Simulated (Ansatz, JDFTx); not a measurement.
This is a calculation of PbS (Galena) for Ansatz 0.2.0. 

File input.yaml:

```yaml
crystal:
  lattice:
    - [0.0, 2.96575, 2.96575]
    - [2.96575, 0.0, 2.96575]
    - [2.96575, 2.96575, 0.0]
  atoms:
    - { symbol: Pb, position: [0.0, 0.0, 0.0] }
    - { symbol: S, position: [0.5, 0.5, 0.5] }
hamiltonian:
  xc: lda
  pseudopotentials: { kind: paw }
kpoints:
  mp_grid: { grid: [8, 8, 8] }
scf:
  occupations: { method: fermi_dirac, width: 0.05 }
output:
  forces: true
  stress: true
  write_density: true
  write_potential: true
  elf: true
  volumetric_format: npy
relax:
  f_tol: 0.01
  max_steps: 40
  cell: { stress_tol: 0.05 }
```

Potentials or basis: Ansatz PAW.

Run with:

```console
$ ansatz run input.yaml --threads 2 --pin off --max-ram 5120MiB --backend cpu --events-out ev --progress --plain --runs-dir out
```

**Question.** Set up the same calculation for JDFTx 1.7.0 (patched build). Potentials or basis there: PseudoDojo-SR-LDA-0.4.1-standard with smoothed tails, cutoff 762 eV.

**Answer.** As run (cutoffs and basis follow the program's own potentials, and thresholds, step limits or extra output files can differ):

File PbS.in:

```
lattice \
    0.0000000000     5.6044552541     5.6044552541 \
    5.6044552541     0.0000000000     5.6044552541 \
    5.6044552541     5.6044552541     0.0000000000
coords-type Cartesian
ion Pb     0.0000000000     0.0000000000     0.0000000000 1
ion S      5.6044552541     5.6044552541     5.6044552541 1

ion-species pseudo/Pb.upf
ion-species pseudo/S.upf
elec-cutoff 28 224
elec-ex-corr lda-PW
kpoint-folding 8 8 8
elec-smearing Fermi 0.0018374661
elec-n-bands 16
electronic-SCF nIterations 100 energyDiffThreshold 1e-09
electronic-minimize nIterations 30 energyDiffThreshold 1e-7
forces-output-coords Cartesian
lattice-minimize nIterations 40 energyDiffThreshold 1e-6

dump-name run.$VAR
dump End Ecomponents EigStats BandEigs Kpoints Forces Stress
```

Potentials or basis: PseudoDojo-SR-LDA-0.4.1-standard with smoothed tails.

Command:

```bash
$ jdftx -c 1 -i PbS.in -o PbS.out
```

Both were run:

|  | Ansatz | JDFTx |
| --- | --- | --- |
| Relaxed volume | 24.95 Å³/atom | 24.95 Å³/atom |
| Relaxed cell | a = 4.132 Å, b = 4.132 Å, c = 4.132 Å, α = 60.00°, β = 60.00°, γ = 60.00° | a = 4.132 Å, b = 4.132 Å, c = 4.132 Å, α = 60.00°, β = 60.00°, γ = 60.00° |
| Space group after relaxing | Fm-3m (No. 225) | Fm-3m (No. 225) |
| Pressure after relaxing | 0.0 GPa | 0.0 GPa |

Ansatz's pressure holds a Pulay term of +0.02 GPa for its cutoff of 420 eV, which the other run lacks.

Ansatz's potentials were made for PBE.

Where Ansatz's input types no cutoff or centring, it takes its own default and a Γ-centred mesh.

The two programs' LDA may be different fits to the electron gas.

Pressure is positive in compression.
